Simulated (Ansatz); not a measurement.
The cell is SnS2 in the CdI2-type structure; cell and atoms were relaxed with r2SCAN+rVV10. Space group P-3m1 (No. 164), trigonal; conventional cell a = 3.661 Å, c = 5.962 Å, 23.06 Å³ an atom. Sn is surrounded by 6 S at 2.57 Å; S is surrounded by 3 Sn at 2.57 Å.

```xyz
3
Lattice="3.6608 0.0000 0.0000 -1.8304 3.1703 0.0000 0.0000 0.0000 5.9618" Properties=species:S:1:pos:R:3 pbc="T T T"
Sn    0.0000    0.0000    0.0000
S     0.0000    2.1135    1.4642
S     1.8304    1.0568    4.4976
```

The questions ask for values computed with the PAW code Ansatz on this geometry. The values are computed, spin-unpolarised, and not measurements.

Problem. What gap does r2SCAN give, and where are the band edges?

Solution. The r2SCAN gap is indirect, 1.75 eV (K–Γ (0.77 of the way from K) to k = (0, 0.464, 0.323)), below the direct gap of 2.25 eV at L–M (0.50 of the way from L).

Problem. What does HSE06 give for the gap (6×6×4 mesh)?

Solution. HSE06 gives an indirect gap of 2.32 eV, from K–Γ (0.77 of the way from K) to k = (0, 0.464, 0.323); the least direct gap is 2.77 eV at L–M (0.50 of the way from L). The gap differs by +0.57 eV from r2SCAN's.

Problem. What does DDH-PBE0 give for the gap (6×6×4 mesh)?

Solution. With DDH-PBE0 the valence top lies at K–Γ (0.77 of the way from K) and the conduction bottom at k = (0, 0.464, 0.323), 2.27 eV higher; the smallest vertical gap, at L–M (0.50 of the way from L), is 2.74 eV. The share of exact exchange is 0.135. The gap differs by +0.52 eV from r2SCAN's.

Problem. What does PBE0 give for the gap (6×6×4 mesh)?

Solution. PBE0 gives an indirect gap of 3.01 eV, from K–Γ (0.77 of the way from K) to k = (0, 0.464, 0.323); the least direct gap is 3.47 eV at L–M (0.50 of the way from L). The gap differs by +1.26 eV from r2SCAN's.

Problem. What does Hartree-Fock give for the gap (6×6×4 mesh)?

Solution. The Hartree-Fock gap is indirect, 8.31 eV (k = (0, 1/6, -1/4) to k = (0, 0.464, 0.323)), below the direct gap of 8.76 eV at M. The gap differs by +6.56 eV from r2SCAN's.

Problem. Roughly how does the cost of the Hartree-Fock run (6×6×4) compare with r2SCAN's (12×12×4)?

Solution. About 16 times as much (4 core-minutes against 15 core-seconds, on 4 threads of Arm Neoverse V1, with other jobs on the host).

Problem. What are ε∞ and the Born charges with r2SCAN?

Solution. ε∞: 7.50 along x and y, 5.18 along z. Born charges, averaged over directions: Sn +3.86, S -1.93 e.

No spin-orbit coupling is included; it can move band edges with weight on the heavy atoms by tenths of an eV.

Where an edge lies off the special points, it is a point of the mesh or the k point where a search put PBE's edge or least direct gap, reused for the other functionals, whose own edges may lie a little apart.

Coordinates of k points refer to the reciprocal vectors of the primitive cell of the runs.

The meshes of the hybrids are coarse, so their gaps aren't converged to the digits shown.

PBE's own run along the path (1.46 eV) came before the search for the edges and missed one, so it isn't listed. Set aside, since their points miss a band edge that the other levels read or their mesh is too coarse: HSE06+SOC.
